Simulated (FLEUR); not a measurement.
## PbS under changes of volume

One of the cells (26.664 Å³/atom); the others are scaled copies at fixed shape and fractional positions:

```
CELL_PARAMETERS angstrom
2.07995 -5.99130 0.00000
2.07995 5.99130 0.00000
0.00000 0.00000 4.27932
ATOMIC_POSITIONS crystal
Pb 0.13056 0.86944 0.25000
Pb 0.86944 0.13056 0.75000
S 0.35480 0.64520 0.25000
S 0.64520 0.35480 0.75000
```

Measurements of this composition are mostly on another form, of space group No. 225.

```yaml
Program: FLEUR MaX-R8.1 (later development tree)
Functional: PBEsol
Potentials_or_basis: all-electron
Basis: FLAPW
Kmax: 5.03 1/bohr
k_mesh: 7 × 7 × 6
Occupations: fermi-dirac, width 0.05 eV
Spin: no spin polarisation
```

| volume (Å³/atom) | energy over the lowest point (meV/atom) | gap on the mesh (eV) |
| --- | --- | --- |
| 25.064 | 3.48 | 1.02 |
| 25.597 | 0.00 | 1.07 |
| 26.130 | ? | ? |
| 26.664 | 5.04 | 1.17 |
| 27.197 | 12.73 | 1.20 |
| 27.730 | 23.39 | 1.24 |
| 28.263 | 36.70 | 1.26 |

Q: What does the run at 26.130 Å³/atom give?

A: Energy over the lowest point 0.67 meV/atom; gap on the mesh 1.12 eV.

Worked out: A Birch-Murnaghan fit of order 3 (a polynomial in V^(-2/3)) to the other rows has its minimum at 25.77 Å³/atom with B0 = V·E''(V) = 58 GPa and B' = 4.4 at fixed shape and positions, which overstates the stiffness. It gives 0.66 meV/atom at 26.130 Å³/atom, against the run's 0.67. A parabola through the other rows of the gap, of slope 2.27 eV per unit of ln V there, gives 1.12 eV, against the run's 1.12.

Energies are extrapolated to zero smearing.

Caveats: spin-orbit coupling is left out, which as a rule narrows the gap of such compounds by several tenths of an eV; an odd mesh through Γ misses points on the zone boundary, where band edges often lie.
